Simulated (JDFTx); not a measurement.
Set up this calculation in JDFTx 1.7.0 (patched build), as the native input.

```yaml
Task: single point
Functional: PBEsol
Potentials_or_basis: PseudoDojo-SR-PBEsol-0.4.1-standard with smoothed tails
Cutoff: 1306 eV
Density_cutoff: 10449 eV
k_mesh: 9 × 9 × 9
Occupations: fermi-dirac, width 0.05 eV
Spin: collinear spin, ferromagnetic start
Starting_moments: "[4.0, 0.0] μB"
Local_potential_set_to_-Z/r_beyond: 6 bohr
Density_cutoff_over_wavefunction_cutoff: 8
Max_SCF_steps: 100
SCF_threshold_on_the_energy: 1e-09 Ha
Solver_of_the_electrons: scf
Further_solve_for_the_empty_bands: yes
```

MnS:

```
Mn S
1.0
     0.00000    2.47346    2.47346
     2.47346    0.00000    2.47346
     2.47346    2.47346    0.00000
Mn S
1 1
Cartesian
  0.0000 0.0000 0.0000
  3.7102 3.7102 3.7102
```

The cell is a database's computed one.

One way to write it, as run:

MnS.in

```
include MnS.lattice
coords-type Lattice
include MnS.ionpos

ion-species pseudo/Mn.upf
ion-species pseudo/S.upf
elec-cutoff 48 384
elec-ex-corr gga-PBEsol
kpoint-folding 9 9 9
elec-smearing Fermi 0.0018374661
elec-n-bands 19
spintype z-spin
initial-magnetic-moments Mn 4
elec-initial-magnetization 4 no
electronic-SCF nIterations 100 energyDiffThreshold 1e-09
electronic-minimize nIterations 30 energyDiffThreshold 1e-7
converge-empty-states yes
forces-output-coords Cartesian

dump-name run.$VAR
dump End Ecomponents EigStats BandEigs Kpoints Forces Stress ElecDensity
```

MnS.lattice

```
lattice \
    0.0000000000     4.6741684414     4.6741684414 \
    4.6741684414     0.0000000000     4.6741684414 \
    4.6741684414     4.6741684414     0.0000000000
```

MnS.ionpos

```
ion Mn     0.0000000000     0.0000000000     0.0000000000 1
ion S      0.7500000000     0.7500000000     0.7500000000 1
```

Potentials or basis: PseudoDojo-SR-PBEsol-0.4.1-standard with smoothed tails.

Launch:

```sh
$ jdftx -c 1 -i MnS.in -o MnS.out
```

Results of the run:

* Pressure: -3.1 GPa
* Band gap on the k mesh: none (metal or under the smearing width)
* Net moment: 0.28 μB per cell
* Absolute moment: 0.30 μB per cell
* Site moments: Mn +0.28; S -0.01 μB

Caveat: the moment fell far below its start of 4 μB, so a state of higher moment may lie lower in energy; semilocal functionals often make such compounds metallic where correlation or magnetic order opens a gap, which also shifts bond lengths.

Run time: 4.3 min on 1 thread of Intel(R) Xeon(R) 6975P-C (Granite Rapids), on a shared host, peak memory 0.26 GiB.
